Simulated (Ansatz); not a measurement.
CoSi (P2_13), a vibration from a frozen displacement

Theory: DFT PBEsol, scalar-relativistic, plane waves, PAW (Ansatz 0.2.0). The runs took a 420 eV cutoff, a Γ-centred 10×10×10 mesh and Gaussian smearing (0.15 eV). No spin polarisation. A magnetic state may lie lower. Energies are free energies at this smearing, counted from the undisturbed cell; pressure is positive in compression.

The undisturbed cell (relaxed at this level):

```
Co Si
1.0
     4.38583    0.00000    0.00000
     0.00000    4.38583    0.00000
     0.00000    0.00000    4.38583
Co Si
4 4
Direct
  0.14564 0.14564 0.14564
  0.35436 0.85436 0.64564
  0.64564 0.35436 0.85436
  0.85436 0.64564 0.35436
  0.84333 0.84333 0.84333
  0.65667 0.15667 0.34333
  0.34333 0.65667 0.15667
  0.15667 0.34333 0.65667
```

Atom 1 (Co) is moved by x along the Cartesian unit vector (0.339, -0.474, -0.813); the cell and all other atoms stay fixed. The cell's volume is 84.36 Å³; the moved atoms weigh 58.933 u together and the others 289.140 u.

| x (Å) | ΔE (meV/cell) | total force on the moved atoms along the move (eV/Å) | pressure (GPa) |
| --- | --- | --- | --- |
| -0.2000 | 269.63 | 2.7565 | 1.1722 |
| -0.1500 | 150.18 | 2.0279 | 0.5642 |
| -0.1000 | 66.28 | 1.3330 | 0.1664 |
| -0.0500 | 16.51 | 0.6607 | -0.0244 |
| 0.0000 | 0.00 | 0.0006 | -0.0138 |
| 0.0500 | 16.43 | -0.6581 | 0.1943 |
| 0.1000 | 65.95 | -1.3246 | 0.5985 |
| 0.1500 | 149.18 | -2.0080 | 1.1987 |
| 0.1750 | 203.74 | -2.3581 | 1.5713 |
| 0.2000 | 267.14 | -2.7152 | 1.9926 |

Problem. What frequency belongs to this motion?

Solution. The force constant is k = −dF/dx = 13.189 eV/Å², from the parabola through x = -0.0500, 0 and 0.0500. In every cell the moved atoms swing against the rest, so the mass is μ = m₁m₂/(m₁ + m₂) = 48.955 u, and ν̃ = 521.5 cm⁻¹ × √(|k|/μ) = 271 cm⁻¹. The pattern needn't be a normal mode: ν̃² is then a weighted mean of the squared nonzero frequencies at the zone centre of this cell, so it lies between the lowest and the highest of them.

Problem. How far does the harmonic law reach?

Solution. At x = -0.200 Å, kx²/2 = 263.77 meV against the computed 269.63 meV (+2.2 %): the well is still close to harmonic there.

In a metal these slopes depend on the k mesh and the smearing.